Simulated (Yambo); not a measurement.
# WC (Qusongite) (P-6m2) in Yambo: notebook

The runs below take WC (Qusongite) through optical spectrum, with PBEsol.

Program: Yambo 5.3.0. These are calculated values, not measurements. Logs are shortened: lines on timing, memory, paths and dates and some standing lists are left out, and cuts for length are marked.

### Step 1. Starting point

Symmetry: P-6m2, No. 187, hexagonal system. Conventional cell: a = 2.907 Å, b = 2.907 Å, c = 2.837 Å, α = 90.00°, β = 90.00°, γ = 120.00°. W (site symmetry -6m2) has 6 C at 2.20 Å as nearest neighbours. Around C (site symmetry -6m2) lie 6 W at 2.20 Å.

### Step 2. Optical spectrum, PBEsol

optics3.in reads:

```
optics
chi
Chimod= "IP"
% BndsRnXd
 1 | 24 |
%
% LongDrXd
 0 | 1 | 0 |
%
% QpntsRXd
 1 | 1 |
%
% EnRngeXd
 0 | 15 | eV
%
% DmRngeXd
 0.2 | 0.2 | eV
%
ETStpsXd= 150
```

scf.in reads:

```
&CONTROL
  calculation = 'scf'
  prefix = 'pwscf'
  outdir = './tmp'
  pseudo_dir = './pseudo'
/
&SYSTEM
  ibrav = 0
  nat = 2
  ntyp = 2
  ecutwfc = 82
  nbnd = 15
  occupations = 'smearing'
  smearing = 'fd'
  degauss = 0.00367493
  force_symmorphic = .true.
/
&ELECTRONS
  conv_thr = 4d-10
  electron_maxstep = 120
  mixing_beta = 0.5
/
ATOMIC_SPECIES
W    183.8400 W.upf
C     12.0110 C.upf
CELL_PARAMETERS bohr
   5.4924889812    0.0000000000    0.0000000000
  -2.7462444906    4.7566349877    0.0000000000
   0.0000000000    0.0000000000    5.3603971251
ATOMIC_POSITIONS bohr
W      0.0000000000    0.0000000000    0.0000000000
C      2.7462444909    1.5855449958    2.6801985626
K_POINTS automatic
18 18 16 0 0 0
```

nscf.in reads:

```
&CONTROL
  calculation = 'nscf'
  prefix = 'pwscf'
  outdir = './tmp'
  pseudo_dir = './pseudo'
/
&SYSTEM
  ibrav = 0
  nat = 2
  ntyp = 2
  ecutwfc = 82
  nbnd = 34
  occupations = 'smearing'
  smearing = 'fd'
  degauss = 0.00367493
  force_symmorphic = .true.
/
&ELECTRONS
  conv_thr = 1d-08
  diago_full_acc = .true.
  diago_thr_init = 1d-06
/
ATOMIC_SPECIES
W    183.8400 W.upf
C     12.0110 C.upf
CELL_PARAMETERS bohr
   5.4924889812    0.0000000000    0.0000000000
  -2.7462444906    4.7566349877    0.0000000000
   0.0000000000    0.0000000000    5.3603971251
ATOMIC_POSITIONS bohr
W      0.0000000000    0.0000000000    0.0000000000
C      2.7462444909    1.5855449958    2.6801985626
K_POINTS automatic
18 18 16 0 0 0
```

Potentials or basis: PseudoDojo 0.4.1 SR PBEsol standard.

The run is started by

```sh
OMP_NUM_THREADS=1 pw.x -in scf.in > scf.out
OMP_NUM_THREADS=1 pw.x -in nscf.in > nscf.out
cd tmp/pwscf.save; p2y; mv SAVE ../..; cd ../..
OMP_NUM_THREADS=1 yambo
OMP_NUM_THREADS=1 yambo -F optics3.in -J optics3 -C optics3_out
```

Yambo's report:

```text
[... sections 02.01 to 02.04 as in the set-up run ...]

  [02.05] Energies & Occupations
  ==============================

  [X] === General ===
  [X] Electronic Temperature                        :  0.258606E-1   300.100    [eV K]
  [X] Bosonic    Temperature                        :  0.258606E-1   300.100    [eV K]
  [X] Finite Temperature mode                       : yes
  [X] El. density                                   :  0.86737E+24 [cm-3]
  [X] Fermi Level                                   :  20.40587 [eV]

  [X] === Gaps and Widths ===
  [X] Conduction Band Min                           :  20.40587 [eV]
  [X] Valence Band Max                              :  20.40587 [eV]
  [X] Filled Bands                                  :   8
  [X] Metallic Bands                                :   9  10
  [X] Empty Bands                                   :   11   34

  [X] === Metallic Characters ===
  [X] N of el / N of met el                         :  18.00000   1.97753
  [X] Average metallic occ.                         :  0.247191

  [WARNING] [X] Metallic system

 [03] Transferred momenta grid and indexing
 ==========================================

 IBZ Q-points                                      :   333
 BZ  Q-points                                      :   5184

 K/Q-points units:
 rlu = crystal or reduced units; cc = cartesian coordinates; iku = interal k-units

 Q [  1]        [rlu]:  0.000000  0.000000  0.000000
 Q [  2]        [rlu]:  0.000000  0.000000  0.062500
 Q [  3]        [rlu]:  0.000000  0.000000  0.125000
 Q [  4]        [rlu]:  0.000000  0.000000  0.187500
 Q [  5]        [rlu]:  0.000000  0.000000  0.250000
 Q [  6]        [rlu]:  0.000000  0.000000  0.312500
[... 42 lines left out ...]
 Q [ 49]        [rlu]: -0.57356E-17  0.27778      0.18750
 Q [ 50]        [rlu]: -0.57356E-17  0.27778      0.25000

 Remaining 283 points informations can be written running with -fatlog

 [04] Dipoles
 ============

  [04.01] Setup: observables and procedures
  =========================================

  [WF-Oscillators/G space/Transverse up loader] Normalization (few states)  min/max  :  0.72179E-17   1.0000

  [WR./optics3//ndb.dipoles]------------------------------------------------------
   Brillouin Zone Q/K grids (IBZ/BZ)                :    333   5184    333   5184
   RL vectors                                       :  2351 [WF]
   Fragmentation                                    : yes
   Electronic Temperature                           :  300.1000 [K]
   Bosonic    Temperature                           :  300.1000 [K]
   DIP band range                                   :   1  24
   DIP band range limits                            :  10   9
   DIP e/h energy range                             : -1.000000 -1.000000 [eV]
   RL vectors in the sum                            :  2351
   [r,Vnl] included                                 : yes
   Bands ordered                                    : yes
   Direct v evaluation                              : no
   Approach used                                    : G-space v
   Dipoles computed                                 : R V P [G-space]
   Wavefunctions                                    : Perdew, Burke & Ernzerhof SOL(X)+Perdew, Burke & Ernzerhof SOL(C)

  [WARNING] [r,Vnl^pseudo] included in position and velocity dipoles.

  [WARNING] In case H contains other non local terms, these are neglected

 [05] Optics
 ===========

 [X-CG] R(p) Tot o/o(of R):    39497   717748      100

 [WARNING] The system is a metal but Drude term not included.
```

Run time: 3 min. Hardware: 1 thread of Arm Neoverse V2, shared host; peak memory 0.38 GiB.

What came out:

```yaml
Band_gap_on_the_k_mesh_mean-field_level: none (metal or under the smearing width)
```

Dielectric function (along the field direction of the input):
```
energy (eV)  real part  imaginary part
       0.30      26.07            4.83
       0.60      24.25            6.06
       1.01      24.41            6.07
       1.41      22.94           10.29
       1.71      20.53           10.71
       2.11      19.73           10.47
       2.52      20.41           14.34
       2.92      16.52           17.64
       3.22      13.84           19.22
       3.62      10.38           18.10
       4.03       8.67           18.09
       4.43       4.93           17.69
       4.73       3.14           15.92
       5.13       2.36           13.82
       5.54       2.32           11.43
       5.94       3.03           10.36
       6.24       4.16           10.65
       6.64       4.71           12.04
       7.05       2.35           14.04
       7.45      -0.01           13.00
       7.75       0.18           12.37
       8.15      -1.73           13.08
       8.56      -4.06           10.94
       8.96      -4.08            8.83
       9.26      -3.84            7.88
       9.66      -3.46            6.95
      10.07      -3.45            6.57
      10.47      -3.30            5.70
      10.77      -3.26            5.57
      11.17      -3.28            5.13
      11.58      -3.46            4.80
      11.98      -3.82            3.48
      12.28      -3.14            2.90
      12.68      -2.63            2.38
      13.09      -2.05            2.06
      13.49      -1.40            2.06
      13.79      -1.12            2.22
      14.19      -0.86            2.43
      14.60      -0.99            2.41
      15.00      -0.63            2.56
```

Caveat: the intraband (Drude) term of the metal is left out; the ground state has no gap, which makes the many-body step unreliable; independent-particle spectra lack excitons.

### Step 3. Optical spectrum, PBEsol

optics4.in reads:

```
optics
chi
Chimod= "HARTREE"
% BndsRnXd
 1 | 24 |
%
NGsBlkXd= 3 Ry
% LongDrXd
 0 | 0 | 1 |
%
% QpntsRXd
 1 | 1 |
%
% EnRngeXd
 0 | 10 | eV
%
% DmRngeXd
 0.2 | 0.2 | eV
%
ETStpsXd= 300
```

scf.in is that of step 2.

nscf.in is that of step 2.

Potentials or basis: PseudoDojo 0.4.1 SR PBEsol standard.

The run is started by

```sh
OMP_NUM_THREADS=1 pw.x -in scf.in > scf.out
OMP_NUM_THREADS=1 pw.x -in nscf.in > nscf.out
cd tmp/pwscf.save; p2y; mv SAVE ../..; cd ../..
OMP_NUM_THREADS=1 yambo
OMP_NUM_THREADS=1 yambo -F optics4.in -J optics4 -C optics4_out
```

Yambo's report:

```text
[... sections 02.01 to 02.04 as in the set-up run ...]

  [02.05] Energies & Occupations
  ==============================

  [X] === General ===
  [X] Electronic Temperature                        :  0.258606E-1   300.100    [eV K]
  [X] Bosonic    Temperature                        :  0.258606E-1   300.100    [eV K]
  [X] Finite Temperature mode                       : yes
  [X] El. density                                   :  0.86737E+24 [cm-3]
  [X] Fermi Level                                   :  20.40587 [eV]

  [X] === Gaps and Widths ===
  [X] Conduction Band Min                           :  20.40587 [eV]
  [X] Valence Band Max                              :  20.40587 [eV]
  [X] Filled Bands                                  :   8
  [X] Metallic Bands                                :   9  10
  [X] Empty Bands                                   :   11   34

  [X] === Metallic Characters ===
  [X] N of el / N of met el                         :  18.00000   1.97753
  [X] Average metallic occ.                         :  0.247191

  [WARNING] [X] Metallic system

 [03] Transferred momenta grid and indexing
 ==========================================

 IBZ Q-points                                      :   333
 BZ  Q-points                                      :   5184

 K/Q-points units:
 rlu = crystal or reduced units; cc = cartesian coordinates; iku = interal k-units

 Q [  1]        [rlu]:  0.000000  0.000000  0.000000
 Q [  2]        [rlu]:  0.000000  0.000000  0.062500
 Q [  3]        [rlu]:  0.000000  0.000000  0.125000
 Q [  4]        [rlu]:  0.000000  0.000000  0.187500
 Q [  5]        [rlu]:  0.000000  0.000000  0.250000
 Q [  6]        [rlu]:  0.000000  0.000000  0.312500
[... 42 lines left out ...]
 Q [ 49]        [rlu]: -0.57356E-17  0.27778      0.18750
 Q [ 50]        [rlu]: -0.57356E-17  0.27778      0.25000

 Remaining 283 points informations can be written running with -fatlog

 [04] Dipoles
 ============

  [04.01] Setup: observables and procedures
  =========================================

  [WF-Oscillators/G space/Transverse up loader] Normalization (few states)  min/max  :  0.72179E-17   1.0000

  [WR./optics4//ndb.dipoles]------------------------------------------------------
   Brillouin Zone Q/K grids (IBZ/BZ)                :    333   5184    333   5184
   RL vectors                                       :  2351 [WF]
   Fragmentation                                    : yes
   Electronic Temperature                           :  300.1000 [K]
   Bosonic    Temperature                           :  300.1000 [K]
   DIP band range                                   :   1  24
   DIP band range limits                            :  10   9
   DIP e/h energy range                             : -1.000000 -1.000000 [eV]
   RL vectors in the sum                            :  2351
   [r,Vnl] included                                 : yes
   Bands ordered                                    : yes
   Direct v evaluation                              : no
   Approach used                                    : G-space v
   Dipoles computed                                 : R V P [G-space]
   Wavefunctions                                    : Perdew, Burke & Ernzerhof SOL(X)+Perdew, Burke & Ernzerhof SOL(C)

  [WARNING] [r,Vnl^pseudo] included in position and velocity dipoles.

  [WARNING] In case H contains other non local terms, these are neglected

 [05] Optics
 ===========

 [X-CG] R(p) Tot o/o(of R):    39497   717748      100

 [WARNING] The system is a metal but Drude term not included.
```

o-optics4.eps_q1_inv_rpa_dyson:

```text
# Absorption @ Q(1):   0.00000000      0.00000000      1.00000000    [q->0 direction]
#
# [ X ] Hartree size                              :  21
# [GEN] GF Energies                               : Perdew, Burke & Ernzerhof SOL(X)+Perdew, Burke & Ernzerhof SOL(C)
# [GEN] Green`s Function                          : Retarded
#
# [GEN] Gauge                                     : Length
# [GEN] [r,Vnl] included                          : yes
#
#    E[1] [eV]          Im(eps)            Re(eps)            Im(eps_o)          Re(eps_o)
#
        0.000000          -0.41354E-13        24.42029          -0.63775E-17        24.64122
        0.033445           0.052292           24.42426           0.053207           24.64525
        0.066890           0.104953           24.43617           0.106789           24.65737
        0.100334           0.158361           24.45608           0.161132           24.67763
        0.133779           0.212919           24.48405           0.216643           24.70610
        0.167224           0.269066           24.52021           0.273770           24.74289
[... 292 lines left out ...]
        9.966555           4.168639          -2.412001           4.207822          -2.362094
        10.00000           4.134089          -2.343924           4.175628          -2.291991
#
```

It took 3.4 min on 1 thread of Arm Neoverse V2, shared host; peak memory 1.1 GiB.

What came out:

- Band gap on the k mesh, mean-field level: none (metal or under the smearing width)

Dielectric function (along the field direction of the input):
```csv
energy (eV),real part,imaginary part
0.27,24.68,0.45
0.60,25.71,1.47
0.94,26.79,3.94
1.27,28.40,5.45
1.61,26.98,12.36
1.94,23.97,13.47
2.27,25.90,15.07
2.61,23.23,21.00
2.94,17.41,25.44
3.28,10.69,25.29
3.61,6.17,20.90
3.95,4.44,17.22
4.28,5.32,14.99
4.62,6.38,15.90
4.95,5.82,15.68
5.28,3.28,16.36
5.62,3.17,15.01
5.95,1.03,15.38
6.29,0.93,13.21
6.62,1.47,12.62
6.96,2.00,13.99
7.29,-0.23,16.59
7.63,-4.33,15.08
7.96,-6.73,12.44
8.29,-7.10,8.77
8.63,-5.72,6.45
8.96,-4.38,5.51
9.30,-3.86,5.19
9.63,-2.99,4.46
10.00,-2.34,4.13
```

Caveat: the intraband (Drude) term of the metal is left out; the ground state has no gap, which makes the many-body step unreliable; these spectra lack excitons. Spin-orbit coupling is left out, which matters for the levels of W.

### Step 4. Optical spectrum, PBEsol

optics5.in reads:

```
optics
chi
tddft
Chimod= "LRC"
% BndsRnXd
 1 | 24 |
%
NGsBlkXd= 3 Ry
% LongDrXd
 0 | 0 | 1 |
%
% QpntsRXd
 1 | 1 |
%
% EnRngeXd
 0 | 30 | eV
%
% DmRngeXd
 0.05 | 0.05 | eV
%
ETStpsXd= 150
LRC_alpha= -0.5
```

scf.in is that of step 3.

nscf.in is that of step 3.

Potentials or basis: PseudoDojo 0.4.1 SR PBEsol standard.

The run is started by

```sh
OMP_NUM_THREADS=1 pw.x -in scf.in > scf.out
OMP_NUM_THREADS=1 pw.x -in nscf.in > nscf.out
cd tmp/pwscf.save; p2y; mv SAVE ../..; cd ../..
OMP_NUM_THREADS=1 yambo
OMP_NUM_THREADS=1 yambo -F optics5.in -J optics5 -C optics5_out
```

Yambo's report:

```text
[... sections 02.01 to 02.04 as in the set-up run ...]

  [02.05] Energies & Occupations
  ==============================

  [X] === General ===
  [X] Electronic Temperature                        :  0.258606E-1   300.100    [eV K]
  [X] Bosonic    Temperature                        :  0.258606E-1   300.100    [eV K]
  [X] Finite Temperature mode                       : yes
  [X] El. density                                   :  0.86737E+24 [cm-3]
  [X] Fermi Level                                   :  20.40587 [eV]

  [X] === Gaps and Widths ===
  [X] Conduction Band Min                           :  20.40587 [eV]
  [X] Valence Band Max                              :  20.40587 [eV]
  [X] Filled Bands                                  :   8
  [X] Metallic Bands                                :   9  10
  [X] Empty Bands                                   :   11   34

  [X] === Metallic Characters ===
  [X] N of el / N of met el                         :  18.00000   1.97753
  [X] Average metallic occ.                         :  0.247191

  [WARNING] [X] Metallic system

 [03] Transferred momenta grid and indexing
 ==========================================

 IBZ Q-points                                      :   333
 BZ  Q-points                                      :   5184

 K/Q-points units:
 rlu = crystal or reduced units; cc = cartesian coordinates; iku = interal k-units

 Q [  1]        [rlu]:  0.000000  0.000000  0.000000
 Q [  2]        [rlu]:  0.000000  0.000000  0.062500
 Q [  3]        [rlu]:  0.000000  0.000000  0.125000
 Q [  4]        [rlu]:  0.000000  0.000000  0.187500
 Q [  5]        [rlu]:  0.000000  0.000000  0.250000
 Q [  6]        [rlu]:  0.000000  0.000000  0.312500
[... 42 lines left out ...]
 Q [ 49]        [rlu]: -0.57356E-17  0.27778      0.18750
 Q [ 50]        [rlu]: -0.57356E-17  0.27778      0.25000

 Remaining 283 points informations can be written running with -fatlog

 [04] Dipoles
 ============

  [04.01] Setup: observables and procedures
  =========================================

  [WF-Oscillators/G space/Transverse up loader] Normalization (few states)  min/max  :  0.72179E-17   1.0000

  [WR./optics5//ndb.dipoles]------------------------------------------------------
   Brillouin Zone Q/K grids (IBZ/BZ)                :    333   5184    333   5184
   RL vectors                                       :  2351 [WF]
   Fragmentation                                    : yes
   Electronic Temperature                           :  300.1000 [K]
   Bosonic    Temperature                           :  300.1000 [K]
   DIP band range                                   :   1  24
   DIP band range limits                            :  10   9
   DIP e/h energy range                             : -1.000000 -1.000000 [eV]
   RL vectors in the sum                            :  2351
   [r,Vnl] included                                 : yes
   Bands ordered                                    : yes
   Direct v evaluation                              : no
   Approach used                                    : G-space v
   Dipoles computed                                 : R V P [G-space]
   Wavefunctions                                    : Perdew, Burke & Ernzerhof SOL(X)+Perdew, Burke & Ernzerhof SOL(C)

  [WARNING] [r,Vnl^pseudo] included in position and velocity dipoles.

  [WARNING] In case H contains other non local terms, these are neglected

 [05] Optics
 ===========

 [X-CG] R(p) Tot o/o(of R):    39497   717748      100

 [WARNING] The system is a metal but Drude term not included.
```

It took 3.3 min on 1 thread of Arm Neoverse V2, shared host; peak memory 1.1 GiB.

Results:

```
Band gap on the k mesh, mean-field level : none (metal or under the smearing width)
Peak of the energy-loss function         : 26.4 eV
```

Dielectric function (along the field direction of the input):
```tsv
energy (eV)	real part	imaginary part
1.01	11.71	90.55
1.61	-20.96	33.17
2.21	-44.21	52.31
2.82	-25.06	28.51
3.42	-9.80	14.03
4.23	-4.68	13.89
4.83	-1.54	13.78
5.44	-6.02	12.00
6.04	-6.62	9.04
6.85	-4.36	11.59
7.45	-10.02	9.56
8.05	-8.41	5.04
8.66	-5.04	3.24
9.46	-3.54	2.40
10.07	-2.38	2.73
10.67	-1.47	4.39
11.28	-0.50	4.55
12.08	-2.36	4.00
12.68	-2.00	5.85
13.29	-3.50	3.01
13.89	-2.13	2.58
14.70	-1.99	2.14
15.30	-2.86	1.94
15.91	-2.19	1.19
16.51	-1.78	0.79
17.32	-1.24	1.30
17.92	-1.08	1.29
18.52	-1.26	0.91
19.13	-0.96	0.91
19.93	-0.53	0.87
```

Energy-loss function:
```json
{"energy (eV)": "0.0", "loss": "0.000"}
{"energy (eV)": "1.2", "loss": "0.004"}
{"energy (eV)": "2.6", "loss": "0.022"}
{"energy (eV)": "3.8", "loss": "0.046"}
{"energy (eV)": "5.2", "loss": "0.055"}
{"energy (eV)": "6.4", "loss": "0.079"}
{"energy (eV)": "7.9", "loss": "0.057"}
{"energy (eV)": "9.1", "loss": "0.142"}
{"energy (eV)": "10.5", "loss": "0.229"}
{"energy (eV)": "11.7", "loss": "0.203"}
{"energy (eV)": "13.1", "loss": "0.167"}
{"energy (eV)": "14.3", "loss": "0.238"}
{"energy (eV)": "15.7", "loss": "0.204"}
{"energy (eV)": "16.9", "loss": "0.551"}
{"energy (eV)": "18.3", "loss": "0.350"}
{"energy (eV)": "19.5", "loss": "0.580"}
{"energy (eV)": "20.9", "loss": "0.594"}
{"energy (eV)": "22.1", "loss": "0.805"}
{"energy (eV)": "23.6", "loss": "0.802"}
{"energy (eV)": "24.8", "loss": "1.161"}
{"energy (eV)": "26.2", "loss": "2.841"}
{"energy (eV)": "27.4", "loss": "3.142"}
{"energy (eV)": "28.8", "loss": "3.128"}
{"energy (eV)": "30.0", "loss": "2.268"}
```

Caveat: the intraband (Drude) term of the metal is left out; the ground state has no gap, which makes the many-body step unreliable; the long-range kernel's strength is typed, not fitted to the crystal's screening; independent-particle spectra lack excitons.

(Continued in part 2 of 2.)
